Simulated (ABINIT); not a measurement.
Crystal: TiAl3.

```
Ti Al
1.0
    -1.91111    1.91111    4.28067
     1.91111   -1.91111    4.28067
     1.91111    1.91111   -4.28067
Ti Al
1 3
Direct
  0.00000 0.00000 0.00000
  0.25000 0.75000 0.50000
  0.75000 0.25000 0.50000
  0.50000 0.50000 0.00000
```

The cell comes from a database or a generator and needn't be the stable form of this composition.

| Property | Result |
| --- | --- |
| Program | ABINIT 10.8.3 (patched build) |
| Task | relaxation of cell and atoms |
| Functional | BLYP |
| Potentials or basis | JTH PAW PBE v2.0 |
| Cutoff | 490 eV |
| k mesh | 6 × 6 × 6 |
| Occupations | fermi-dirac, width 0.05 eV |
| Spin | no spin polarisation |

At the start: pressure 5.4 GPa; volume 15.63 Å³/atom.

How do energy, volume and symmetry change on relaxing?

Over 7 steps the energy falls by 13.8 meV/atom and the volume is 16.48 Å³/atom (+5.4 %); space group I4/mmm (No. 139, to 0.05 Å).

Step by step:
| step | energy change (eV) | largest force (eV/Å) | pressure (GPa) | volume (Å³) |
| --- | --- | --- | --- | --- |
| 1 | 0.0000 | 0.0000 | 5.37 | 62.54 |
| 2 | -0.0291 | 0.0000 | 3.55 | 63.57 |
| 3 | -0.0549 | 0.0000 | 0.20 | 65.74 |
| 4 | -0.0551 | 0.0000 | -0.01 | 65.89 |
| 5 | -0.0552 | 0.0000 | -0.06 | 65.93 |
| 6 | -0.0553 | 0.0000 | -0.07 | 65.94 |
| 7 | -0.0553 | 0.0000 | -0.02 | 65.91 |

Final structure:
```
Ti Al
1.0
    -1.94056    1.94056    4.37551
     1.94056   -1.94056    4.37551
     1.94056    1.94056   -4.37551
Ti Al
1 3
Direct
  0.00000 0.00000 0.00000
  0.25000 0.75000 0.50000
  0.75000 0.25000 0.50000
  0.50000 0.50000 0.00000
```

Caveat: the k mesh is coarse (spacing up to 0.39 Å⁻¹), so the values aren't converged; the PAW data sets were made with another functional, which shifts forces and pressure a little.
